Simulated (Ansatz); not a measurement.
# Ti2Co: convergence and cost

This session on Ti2Co sets out to see how the smearing width on a coarse mesh moves the results.

Method: DFT PBEsol, scalar-relativistic, plane waves, PAW, in Ansatz 0.2.0.

4 further runs of the same task are left out: 3 for a known fault of the program, 1 set aside as unsound or not needed.

### Step 1. The system as given

Symmetry: Fd-3m, No. 227, cubic system. The conventional cell has a = 6.730 Å, b = 6.730 Å, c = 6.730 Å, α = 90.00°, β = 90.00°, γ = 90.00°. Ti (site symmetry -3m) is surrounded by 6 Ti at 2.38 Å. Co (site symmetry -43m) has 12 Ti at 2.79 Å and 4 Co at 2.91 Å as nearest neighbours.

As a file:

```
Ti Co
1.0
     0.00000    3.36500    3.36500
     3.36500    0.00000    3.36500
     3.36500    3.36500    0.00000
Ti Co
4 2
Direct
  0.12500 0.12500 0.12500
  0.62500 0.12500 0.12500
  0.12500 0.12500 0.62500
  0.12500 0.62500 0.12500
  0.50000 0.50000 0.50000
  0.75000 0.75000 0.75000
```

Source of the structure: the Crystallography Open Database. It is taken as it stands there.

### Step 2. The base input

Input file input.yaml:

```yaml
crystal:
  lattice:
    - [0.0, 3.365, 3.365]
    - [3.365, 0.0, 3.365]
    - [3.365, 3.365, 0.0]
  atoms:
    - { symbol: Ti, position: [0.125, 0.125, 0.125] }
    - { symbol: Ti, position: [0.625, 0.125, 0.125] }
    - { symbol: Ti, position: [0.125, 0.125, 0.625] }
    - { symbol: Ti, position: [0.125, 0.625, 0.125] }
    - { symbol: Co, position: [0.5, 0.5, 0.5], spin: 0.65 }
    - { symbol: Co, position: [0.75, 0.75, 0.75], spin: 0.65 }
basis:
  ecutwfc: 420
kpoints:
  mp_grid: { grid: [10, 10, 10] }
hamiltonian:
  xc: pbesol
scf:
  occupations: { method: gaussian, width: 0.1 }
output:
  forces: true
  stress: true
  eigenvalues: true
  populations: true
  write_density: true
  write_potential: true
  elf: true
  volumetric_format: npy
magnetization:
  spin_polarized: true
```

Its results, from an earlier run: -3346.4308 eV/atom at zero smearing, pressure 15.99 GPa, largest force 0.000 eV/Å, no gap on the mesh, site moments Co +0.54 (×2) μB, in 15 SCF cycles and 46 s.

### Step 3. Smearing width on a coarse mesh: Gaussian 0.01 eV

Input file input.yaml:

```yaml
crystal:
  lattice:
    - [0.0, 3.365, 3.365]
    - [3.365, 0.0, 3.365]
    - [3.365, 3.365, 0.0]
  atoms:
    - { symbol: Ti, position: [0.125, 0.125, 0.125] }
    - { symbol: Ti, position: [0.625, 0.125, 0.125] }
    - { symbol: Ti, position: [0.125, 0.125, 0.625] }
    - { symbol: Ti, position: [0.125, 0.625, 0.125] }
    - { symbol: Co, position: [0.5, 0.5, 0.5], spin: 0.59 }
    - { symbol: Co, position: [0.75, 0.75, 0.75], spin: 0.59 }
basis:
  ecutwfc: 420
kpoints:
  mp_grid: { grid: [5, 5, 5] }
hamiltonian:
  xc: pbesol
scf:
  occupations: { method: gaussian, width: 0.01 }
output:
  forces: true
  stress: true
  eigenvalues: true
  populations: true
magnetization:
  spin_polarized: true
```

Started as:

```sh
ansatz run input.yaml --threads 1 --pin off --max-ram 2560MiB --backend cpu --events-out ev --progress --plain --runs-dir out
```

### Step 4. Smearing width on a coarse mesh: Gaussian 0.05 eV

input.yaml, as its differences from that of step 3:

```diff
@@ -19,3 +19,3 @@
 scf:
-  occupations: { method: gaussian, width: 0.01 }
+  occupations: { method: gaussian, width: 0.05 }
 output:
```

### Step 5. Smearing width on a coarse mesh: Gaussian 0.1 eV

input.yaml, as its differences from that of step 4:

```diff
@@ -19,3 +19,3 @@
 scf:
-  occupations: { method: gaussian, width: 0.05 }
+  occupations: { method: gaussian, width: 0.1 }
 output:
```

### Step 6. Smearing width on a coarse mesh set to Gaussian 0.2 eV

input.yaml, as its differences from that of step 5:

```diff
@@ -19,3 +19,3 @@
 scf:
-  occupations: { method: gaussian, width: 0.1 }
+  occupations: { method: gaussian, width: 0.2 }
 output:
```

### Step 7. Smearing width on a coarse mesh: Gaussian 0.4 eV

input.yaml, as its differences from that of step 6:

```diff
@@ -19,3 +19,3 @@
 scf:
-  occupations: { method: gaussian, width: 0.2 }
+  occupations: { method: gaussian, width: 0.4 }
 output:
```

(Steps that only read results are left out.)

**Question.** What does this series show? Wanted: largest energy shift, smearing width on a coarse mesh.

**Answer**, as computed:

| quantity | value |
| --- | --- |
| largest energy shift, smearing width on a coarse mesh | 4.04 meV/atom at Gaussian 0.2 |

**Reading.** Smearing shifts the free energy by as much as 53.1 meV/atom (Gaussian 0.4); extrapolating to zero width leaves 4.04 at most. For the widths that shift F most, the extrapolation takes out most of the shift. On the coarse mesh the shift from the base is least at Gaussian 0.4 eV (0.38 meV/atom): a wider smearing hides a sparse mesh, up to the point where its own error takes over. The cell's moment varies from 0.00 to 1.41 μB over the series. The listed cell is far from this method's equilibrium (16.0 GPa, forces up to 0.00 eV/Å), so its values are not those of the relaxed crystal.
